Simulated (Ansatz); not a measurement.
## SrO: one input, then a changed one

The cell is COD entry 1100027, as deposited and not checked against the literature; nothing was relaxed. It is an old determination, and later ones may differ.

First run: DFT, PBE, all-electron LAPW, scalar-relativistic (Ansatz 0.2.0).

Command: `ansatz run input.yaml --threads 1 --pin off --max-ram 2048MiB --backend cpu --events-out ev --progress --plain --runs-dir out` The run took 4.5 s on 1 thread of Arm Neoverse V1, with other jobs on the host, peak memory 0.24 GiB.

```yaml
crystal:
  lattice:
    - [0.0, 2.5698, 2.5698]
    - [2.5698, 0.0, 2.5698]
    - [2.5698, 2.5698, 0.0]
  atoms:
    - { symbol: Sr, position: [0.0, 0.0, 0.0] }
    - { symbol: O, position: [0.5, 0.5, 0.5] }
kpoints:
  mp_grid: { grid: [8, 8, 8] }
scf:
  occupations: { method: fermi_dirac, width: 0.02 }
hamiltonian:
  xc: pbe
  pseudopotentials: { kind: all_electron, lapw: { basis_error: 0.003 } }
output:
  forces: true
  stress: true
  eigenvalues: true
```

Result: converged; pressure 2.93 GPa; gap on the k mesh 3.31 eV; 8 SCF iterations.

The input is then changed:

```diff
@@ -10,7 +10,7 @@
   mp_grid: { grid: [8, 8, 8] }
 scf:
-  occupations: { method: fermi_dirac, width: 0.02 }
+  occupations: { method: tetrahedron_uncorrected }
 hamiltonian:
-  xc: pbe
+  xc: rpbe
   pseudopotentials: { kind: all_electron, lapw: { basis_error: 0.003 } }
 output:
```

**Question.** What does the second run give?

**Answer.** It converged; pressure 5.97 GPa; gap on the k mesh 3.43 eV; 8 SCF iterations.
